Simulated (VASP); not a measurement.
Output of a VASP run:

### OSZICAR
```
       N       E                     dE             d eps       ncg     rms          rms(c)
DAV:   1     0.563059577279E+02    0.56306E+02   -0.88723E+03   864   0.128E+03
DAV:   2    -0.311903616338E+02   -0.87496E+02   -0.81921E+02  1136   0.264E+02
DAV:   3    -0.338665222288E+02   -0.26762E+01   -0.26694E+01  1152   0.487E+01
DAV:   4    -0.338778884992E+02   -0.11366E-01   -0.11363E-01  1048   0.359E+00
DAV:   5    -0.338779489284E+02   -0.60429E-04   -0.60427E-04  1108   0.262E-01    0.917E+00
DAV:   6    -0.315737127975E+02    0.23042E+01   -0.72472E+00  1004   0.246E+01    0.294E+00
DAV:   7    -0.314842668330E+02    0.89446E-01   -0.16692E-01  1012   0.378E+00    0.183E+00
DAV:   8    -0.314401184743E+02    0.44148E-01   -0.53852E-02   952   0.248E+00    0.287E-01
DAV:   9    -0.314387628888E+02    0.13556E-02   -0.49949E-03  1084   0.693E-01    0.576E-02
DAV:  10    -0.314388084854E+02   -0.45597E-04   -0.10216E-04  1032   0.976E-02    0.115E-02
DAV:  11    -0.314388076488E+02    0.83660E-06   -0.37309E-06  1088   0.186E-02    0.409E-03
DAV:  12    -0.314388075321E+02    0.11668E-06   -0.12622E-06  1056   0.101E-02    0.490E-04
DAV:  13    -0.314388075142E+02    0.17907E-07   -0.17278E-08   600   0.138E-03
   1 F= -.31438808E+02 E0= -.31438808E+02  d E =-.314388E+02
       N       E                     dE             d eps       ncg     rms          rms(c)
DAV:   1    -0.314388436526E+02   -0.36120E-04   -0.61807E-03   888   0.793E-01    0.197E-02
DAV:   2    -0.314388451789E+02   -0.15263E-05   -0.80099E-05  1136   0.920E-02    0.116E-02
DAV:   3    -0.314388418921E+02    0.32867E-05   -0.36626E-06  1028   0.217E-02    0.234E-03
DAV:   4    -0.314388418411E+02    0.51084E-07   -0.72736E-07  1088   0.827E-03
   2 F= -.31438842E+02 E0= -.31438842E+02  d E =-.343268E-04
```

**OUTCAR**
```
------------------------ aborting loop because EDIFF is reached ----------------------------------------
  FORCE on cell =-STRESS in cart. coord.  units (eV):
  Direction    XX          YY          ZZ          XY          YZ          ZX
  --------------------------------------------------------------------------------------
  Total        1.2072965      1.2072969      1.2366434      0.0000000      0.0000000      0.0000000
  in kB       74.7696776     74.7697039     76.5871746      0.0000000      0.0000000      0.0000000
  external PRESSURE =      75.3755187 kB  Pullay stress =       0.0000000 kB
  volume of cell :       25.87
      direct lattice vectors                 reciprocal lattice vectors
     1.319779398 -2.285925374  0.000000000     0.378851194 -0.218729800  0.000000000
     1.319779398  2.285925374 -0.000000000     0.378851194  0.218729800  0.000000000
     0.000000000  0.000000000  4.287514696     0.000000000  0.000000000  0.233235352
 POSITION                                       TOTAL-FORCE (eV/Angst)
 -----------------------------------------------------------------------------------
      1.31978     -0.76198      2.14474        -0.000000      0.000000      0.000758
      1.31978      0.76198      0.00098        -0.000000     -0.000000      0.000758
      1.31978     -0.76198      3.76346         0.000000      0.000000     -0.000758
      1.31978      0.76198      1.61970        -0.000000      0.000000     -0.000758
 -----------------------------------------------------------------------------------
    total drift:                                0.000000      0.001537      0.001489
  FREE ENERGIE OF THE ION-ELECTRON SYSTEM (eV)
  ---------------------------------------------------
  free  energy   TOTEN  =       -31.4388418411 eV

  energy  without entropy=      -31.4388418411  energy(sigma->0) =      -31.43884184

 reached required accuracy - stopping structural energy minimisation
```
(Selected blocks of OUTCAR.)

### POSCAR
```
BeO
1
    1.3199933791    -2.2862959889     0.0000000000
    1.3199933791     2.2862959889     0.0000000000
    0.0000000000     0.0000000000     4.2861247503
Be O
2 2
Direct
  0.6666670000   0.3333330000   0.5000607710
  0.3333330000   0.6666670000   0.0000607710
  0.6666670000   0.3333330000   0.8779392290
  0.3333330000   0.6666670000   0.3779392290
```

**Question.** Reconstruct the remaining input files.

**Answer.** Several could match; the one computed here: the input of the run itself, LDA (Ceperley-Alder, Perdew-Zunger), plane waves, VASP's LDA PAW potentials (set 64).

### INCAR
```
SYSTEM = BeO
PREC = Accurate
ENCUT = 520
EDIFF = 1E-7
NELM = 100
ALGO = Normal
LREAL = .FALSE.
LASPH = .TRUE.
ISMEAR = 0
SIGMA = 0.05
LWAVE = .FALSE.
LCHARG = .FALSE.
ISIF = 4
IBRION = 2
NSW = 30
EDIFFG = -0.01
```

KPOINTS:
```
K-points
0
Gamma
 9 9 5
```

POTCAR, in this order: Be O (LDA.64 set). Program: vasp_std.

The compound is BeO in the wurtzite structure. This cell is one point of a volume scan, at 0.97 of the reference volume. Symmetry was kept, so distortions that lower it aren't found.
